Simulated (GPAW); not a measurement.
A calculation with GPAW 26.7.0 of Sb (ASE script, structure typed inline):

File run.py:

```python
from ase import Atoms
from ase.dft.bandgap import bandgap
from ase.io import write
from ase.units import Bohr, GPa
from gpaw import GPAW, PW
from gpaw.elf import elf_from_dft_calculation

atoms = Atoms(['Sb'],
              cell=[[3.16, 0.0, 0.0],
                    [0.0, 3.16, 0.0],
                    [0.0, 0.0, 3.16]],
              scaled_positions=[[0.0, 0.0, 0.0]],
              pbc=True)

calc = GPAW(mode=PW(600),
            xc='PBE',
            kpts={'size': (8, 8, 8), 'gamma': True},
            occupations={'name': 'fermi-dirac', 'width': 0.05},
            nbands=15,
            convergence={'density': 1e-05, 'energy': 1e-05},
            maxiter=150,
            txt='gpaw.txt')
atoms.calc = calc
energy = atoms.get_potential_energy()
forces = atoms.get_forces()
stress = atoms.get_stress()
calc.write('gs.gpw')
write('result.traj', atoms)
print(f'Energy: {energy:.6f} eV')
print('Forces (eV/A):')
print(forces.round(4))
print('Stress (GPa):', (stress / GPa).round(3))
print('Fermi level:', round(calc.get_fermi_level(), 4), 'eV')
print(f'Gap: {bandgap(calc)[0]:.4f} eV, direct: {bandgap(calc, direct=True)[0]:.4f} eV')

# fields on the real-space grid
write('density.cube', atoms, data=calc.get_pseudo_density() * Bohr**3)
write('potential.cube', atoms, data=calc.get_electrostatic_potential())
write('elf.cube', atoms, data=elf_from_dft_calculation(calc).data)
```

Potentials or basis: GPAW PAW data sets (gpaw-data 1.2.1), pw.

Command:

```sh
$ OMP_NUM_THREADS=1 python run.py
```

This isn't the form of Sb at room conditions, which is rhombohedral.

Task: Write the same calculation in another form: cli, structure from a P1 CIF.

Result: As run:

File Sb.cif:

```cif
data_Sb
_cell_length_a 3.16000000
_cell_length_b 3.16000000
_cell_length_c 3.16000000
_cell_angle_alpha 90.00000000
_cell_angle_beta 90.00000000
_cell_angle_gamma 90.00000000
_space_group_name_H-M_alt 'P1'
_space_group_name_Hall 'P 1'
_space_group_IT_number 1
loop_
_space_group_symop_operation_xyz
'x,y,z'
loop_
_atom_site_label
_atom_site_type_symbol
_atom_site_symmetry_multiplicity
_atom_site_Wyckoff_symbol
_atom_site_fract_x
_atom_site_fract_y
_atom_site_fract_z
_atom_site_occupancy
Sb1 Sb 1 a 0.0000000000 0.0000000000 0.0000000000 1
```

Potentials or basis: GPAW PAW data sets (gpaw-data 1.2.1), pw.

The run is started by

```console
$ OMP_NUM_THREADS=1 gpaw run Sb.cif -p 'mode=PW(600),xc=PBE,kpts={size:(8,8,8),gamma:True},occupations={name:fermi-dirac,width:0.05},nbands=15,convergence={density:1e-05,energy:1e-05},maxiter=150,txt=gpaw.txt' --properties efs -w gs.gpw
```

Both were run:

|  | ASE script, structure typed inline | cli, structure from a P1 CIF |
| --- | --- | --- |
| Pressure | -2.5 GPa | -2.5 GPa |
| Band gap on the k mesh | none (metal or under the smearing width) | none (metal or under the smearing width) |

Keys that steer only the numerical path or the files written may differ.
